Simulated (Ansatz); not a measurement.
Molecular dynamics on a 2×2×2 supercell (16 atoms) of KCl (rocksalt), relaxed with r2SCAN. Forces come from PBEsol in the plane-wave code Ansatz: a Langevin thermostat at fixed volume, 800 K, steps of 1.5 fs. Computed, non-magnetic; the trajectory is short and the cell small, so nothing here is a converged average.

```yaml
crystal:
  lattice:
    - [0.0, 6.2896966442, 6.2896966442]
    - [6.2896966442, 0.0, 6.2896966442]
    - [6.2896966442, 6.2896966442, 0.0]
  atoms:
    - { symbol: K, position: [0.0, 0.0, 0.0] }
    - { symbol: Cl, position: [0.25, 0.25, 0.25] }
    - { symbol: K, position: [0.0, 0.0, 0.5] }
    - { symbol: Cl, position: [0.25, 0.25, 0.75] }
    - { symbol: K, position: [0.0, 0.5, 0.0] }
    - { symbol: Cl, position: [0.25, 0.75, 0.25] }
    - { symbol: K, position: [0.0, 0.5, 0.5] }
    - { symbol: Cl, position: [0.25, 0.75, 0.75] }
    - { symbol: K, position: [0.5, 0.0, 0.0] }
    - { symbol: Cl, position: [0.75, 0.25, 0.25] }
    - { symbol: K, position: [0.5, 0.0, 0.5] }
    - { symbol: Cl, position: [0.75, 0.25, 0.75] }
    - { symbol: K, position: [0.5, 0.5, 0.0] }
    - { symbol: Cl, position: [0.75, 0.75, 0.25] }
    - { symbol: K, position: [0.5, 0.5, 0.5] }
    - { symbol: Cl, position: [0.75, 0.75, 0.75] }
kpoints:
  mp_grid: { grid: [2, 2, 2] }
hamiltonian:
  xc: pbesol
scf:
  occupations: { method: fermi_dirac, width: 0.069 }
md:
  ensemble: nvt_langevin
  temperature: 800
  timestep: 1.5
  n_steps: 30
  initial_velocities: maxwell_boltzmann
  seed: 9880
```

Command: `ansatz run input.yaml --threads 4 --pin off --max-ram 3686MiB --backend cpu --events-out ev --progress --plain --runs-dir out`.

Question: It ran on 4 threads of Arm Neoverse V2, with other jobs on the host. About how long did it take, and how much host memory at the peak?

Answer: About 89 s, with a peak of 1.3 GiB.

```
step  t (fs)  T (K)  free energy F from step 0 (meV/atom)  kinetic energy (meV/atom)  largest force (eV/Å)
   0       0    750                                   0.0                       96.9                  0.00
   1     1.5    709                                   0.1                       91.7                  0.05
   2       3    685                                   0.5                       88.6                  0.09
   3     4.5    668                                   1.0                       86.4                  0.13
   4       6    687                                   1.8                       88.8                  0.17
   5     7.5    610                                   2.8                       78.9                  0.22
   6       9    623                                   3.9                       80.5                  0.26
   7    10.5    583                                   5.2                       75.3                  0.31
   8      12    552                                   6.6                       71.3                  0.35
   9    13.5    491                                   8.2                       63.5                  0.40
  10      15    489                                   9.8                       63.2                  0.44
  11    16.5    452                                  11.5                       58.4                  0.47
  12      18    406                                  13.2                       52.5                  0.51
  13    19.5    403                                  15.0                       52.1                  0.54
  14      21    402                                  16.8                       52.0                  0.57
  15    22.5    402                                  18.7                       52.0                  0.60
  16      24    377                                  20.5                       48.7                  0.62
  17    25.5    385                                  22.4                       49.8                  0.65
  18      27    419                                  24.4                       54.2                  0.67
  19    28.5    429                                  26.5                       55.5                  0.70
  20      30    417                                  28.6                       53.9                  0.72
  21    31.5    403                                  30.6                       52.1                  0.74
  22      33    421                                  32.6                       54.4                  0.77
  23    34.5    385                                  34.6                       49.8                  0.79
  24      36    388                                  36.5                       50.2                  0.81
  25    37.5    387                                  38.3                       50.0                  0.83
  26      39    430                                  40.2                       55.6                  0.84
  27    40.5    436                                  42.1                       56.4                  0.85
  28      42    413                                  43.9                       53.4                  0.87
  29    43.5    396                                  45.7                       51.2                  0.88
  30      45    373                                  47.4                       48.3                  0.90
```

The temperature goes from 750 K to 373 K in 45 fs. The thermostat hasn't had time to restore it. The atoms start on their lattice sites with kinetic energy alone, so much of it first passes into potential energy. By the last step the atoms have moved 0.21 Å in the root mean square, the drift of the whole cell taken out, 0.35 Å at most.

Positions (Å) and forces (eV/Å) at step 30:
```
K    0.043  -0.037   0.026    -0.421   0.088  -0.041
Cl   3.106   3.170   3.186     0.068  -0.053  -0.081
K    3.132   3.090  -0.197     0.035   0.222   0.560
Cl   6.169   6.381   3.339     0.182  -0.477  -0.471
K    3.066  -0.058   3.207     0.174   0.426  -0.018
Cl   6.479   3.048   6.296    -0.353   0.189  -0.047
K    6.614   3.198   3.033    -0.885  -0.101   0.150
Cl   9.343   6.469   6.263     0.083  -0.129   0.039
K   -0.119   2.935   3.116     0.367   0.570  -0.195
Cl   2.931   6.381   6.183     0.434  -0.190   0.334
K    3.109   6.433   3.182     0.224  -0.374  -0.236
Cl   6.181   9.358   6.107     0.080   0.168   0.299
K    2.961   3.285   6.292     0.247  -0.157  -0.261
Cl   6.566   6.411   9.578    -0.644  -0.094  -0.236
K    6.216   6.324   6.197     0.058  -0.195   0.513
Cl   9.427   9.490   9.460     0.350   0.107  -0.308
```
